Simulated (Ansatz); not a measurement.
Something may be wrong with this Ansatz 0.2.0 calculation of Ni.

input.yaml

```yaml
crystal:
  lattice:
    - [0.0, 1.737572933, 1.737572933]
    - [1.737572933, 0.0, 1.737572933]
    - [1.737572933, 1.737572933, 0.0]
  atoms:
    - { symbol: Ni, position: [0.0, 0.0, 0.0], spin: 1.0 }
hamiltonian:
  xc: pbe
  pseudopotentials: { kind: paw }
magnetization:
  spin_polarized: true
kpoints:
  mp_grid: { grid: [13, 13, 13] }
  band_path:
    path:
      - [[0.0, 0.0, 0.0], [0.5, 0.0, 0.5], [0.5, 0.25, 0.75], [0.375, 0.375, 0.75], [0.0, 0.0, 0.0], [0.5, 0.5, 0.5], [0.625, 0.25, 0.625], [0.5, 0.25, 0.75], [0.5, 0.5, 0.5], [0.375, 0.375, 0.75]]
      - [[0.625, 0.25, 0.625], [0.5, 0.0, 0.5]]
    npoints: 14
scf:
  occupations: { method: fermi_dirac, width: 0.05 }
  n_extra_bands: 6
  mixing: { algorithm: anderson, beta: 1.5, ndim: 1, preconditioner: none }
  max_iter: 100
output:
  forces: true
  stress: true
  eigenvalues: true
  fatbands: true
```

Potentials or basis: Ansatz PAW.

Launch:

```console
$ ansatz run input.yaml --threads 2 --pin off --max-ram 5632MiB --backend cpu --events-out ev --progress --plain --runs-dir out
```

Output:

```text
Error: invalid value for `scf.mixing.beta`: must be finite and in (0, 1]; got 1.5
```

Q: What happened, and what is wrong with the input?

A: The input was rejected before any iteration. The input holds a flaw that was put in on purpose: mixing far too strong (scf.mixing = algorithm anderson, beta 1.5, ndim 1, preconditioner none).

A sound run on the same cell differs in these lines of the main input:
```diff
@@ -23,2 +22,0 @@
-  mixing: { algorithm: anderson, beta: 1.5, ndim: 1, preconditioner: none }
-  max_iter: 100
```
